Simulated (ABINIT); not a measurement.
The system is Te.

```
Te
1.0
     4.45400    0.00000    0.00000
    -2.22700    3.85728    0.00000
     0.00000    0.00000    5.92400
Te
3
Direct
  0.73100 0.73100 0.00000
  0.00000 0.26900 0.66667
  0.26900 0.00000 0.33333
```

Base run:

* Program: ABINIT 10.8.3 (patched build)
* Functional: HCTH407
* Potentials or basis: JTH PAW PBE v2.0
* Cutoff: 408 eV
* k mesh: 7 × 7 × 5
* Occupations: fermi-dirac, width 0.05 eV
* Spin: no spin polarisation

Its results: pressure 3.3 GPa; largest force 0.089 eV/Å.

Q: After a change of settings the same cell gave: pressure -0.8 GPa; largest force 0.217 eV/Å. Which change was it?
A. functional from HCTH407 to PBE; k mesh from 7 × 7 × 5 to 9 × 9 × 6
B. functional from HCTH407 to WC
C. functional from HCTH407 to LDA; potentials or basis from JTH PAW PBE v2.0 to JTH PAW LDA v2.0
D. functional from HCTH407 to PBE; k mesh from 7 × 7 × 5 to 4 × 4 × 3

A: B.

Caveats: the PAW data sets were made with another functional, which shifts forces and pressure a little.

Not every run made on this cell is shown here.
